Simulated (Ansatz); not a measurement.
# MgSe (Fm-3m)

Computed with Ansatz, DFT PBE, scalar-relativistic, plane waves, PAW.

Settings: cutoff 420 eV, Γ-centred mesh 8×8×8 on the computed 2-atom cell, Gaussian smearing of 0.02 eV; no spin polarisation.

The structure is relaxed at this level of theory with its symmetry kept.

```
CELL_PARAMETERS angstrom
0.00000 2.75447 2.75447
2.75447 0.00000 2.75447
2.75447 2.75447 0.00000
ATOMIC_POSITIONS crystal
Mg 0.00000 0.00000 0.00000
Se 0.50000 0.50000 0.50000
```

```
Space group                                                       : Fm-3m (No. 225)
Volume per atom                                                   : 141.0 bohr³
Formation energy from the elements' standard states (uncorrected) : -1.241 eV/atom
Kohn–Sham band gap                                                : 1.77 eV
Löwdin character of the top 1 eV of the valence band              : Se 4p 97 %
Löwdin character of the lowest 1 eV of the conduction band        : Mg 3s 77 %, Se 4p 9 %, unprojected 10 %
Bader charges (e)                                                 : Mg (1 in the cell) 1.64, Se (1 in the cell) -1.64
```

Cost: 1 run of about 0.17 core-minutes, on Arm Neoverse V2 (shared hosts).